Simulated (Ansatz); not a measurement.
# Li2O (Fm-3m): equation of state

One table from this session's results is given with a row withheld; the runs are named, their logs left out.

Program: Ansatz 0.2.0. Level of theory: DFT PBE, scalar-relativistic, plane waves, PAW. These are calculated values, not measurements.

1 further run of the same task is left out (it didn't finish). Runs told in other sessions of the task aren't counted.

**Starting point**

The structure is cubic, space group Fm-3m (No. 225). Conventional cell: a = 4.628 Å, b = 4.628 Å, c = 4.628 Å, α = 90.00°, β = 90.00°, γ = 90.00°. Li (site symmetry -43m) is surrounded by 4 O at 2.00 Å. Around O (site symmetry m-3m) lie 8 Li at 2.00 Å.

Structure file:

```xyz
3
Lattice="0.0000 2.3141 2.3141 2.3141 0.0000 2.3141 2.3141 2.3141 0.0000" Properties=species:S:1:pos:R:3 pbc="T T T"
Li    1.1570    1.1570    1.1570
Li    3.4711    3.4711    3.4711
O     0.0000    0.0000    0.0000
```

This cell comes from an earlier session at PBE: 8.261 Å³/atom at -0.10 GPa, on a 12×12×12 mesh.

Volume factors to run: 0.980, 1.020, 0.960, 1.040.

The first run:

Input file input.yaml:

```yaml
crystal:
  lattice:
    - [0.0, 2.2985479212, 2.2985479212]
    - [2.2985479212, 0.0, 2.2985479212]
    - [2.2985479212, 2.2985479212, 0.0]
  atoms:
    - { symbol: Li, position: [0.25, 0.25, 0.25] }
    - { symbol: Li, position: [0.75, 0.75, 0.75] }
    - { symbol: O, position: [0.0, 0.0, 0.0] }
basis:
  ecutwfc: 420
  ecutrho_ratio: 4
kpoints:
  mp_grid: { grid: [12, 12, 12] }
hamiltonian:
  xc: pbe
scf:
  occupations: { method: gaussian, width: 0.05 }
output:
  forces: true
  stress: true
  eigenvalues: true
```

On the command line:

```
> ansatz run input.yaml --threads 4 --pin off --max-ram 7168MiB --backend cpu --events-out ev --progress --plain --runs-dir out
```

Among the steps run: Volume × 0.980; At 1.020 of the relaxed volume; At 0.960 of the relaxed volume; Volume × 1.040.

One table of the session follows, with a row left open; its other results are not shown here.

It belongs to the step «Energy and pressure against volume». 

| volume (Å³/atom) | energy (meV/atom) | pressure (GPa) | gap (eV) |
| --- | --- | --- | --- |
| 7.931 | 3.26 | 3.38 | 5.06 |
| 8.096 | 0.75 | 1.55 | 5.02 |
| 8.261 | 0.00 | -0.10 | 4.98 |
| 8.426 | ? | ? | ? |
| 8.592 | 3.28 | -2.98 | 4.90 |

Estimate the missing values for volume (Å³/atom) = 8.426.

Worked estimate for «energy (meV/atom)». A straight line through the neighbours (8.261, 0.00) and (8.592, 3.28) gives 0.00 + (3.28 − 0.00) × (8.426 − 8.261) / (8.592 − 8.261) = 1.64; a parabola fitted to 3 rows on both sides gives 0.84.

As computed: energy (meV/atom): 0.91; pressure (GPa): -1.61; gap (eV): 4.94. In «energy (meV/atom)» the line misses by +0.73 and the parabola by -0.07.
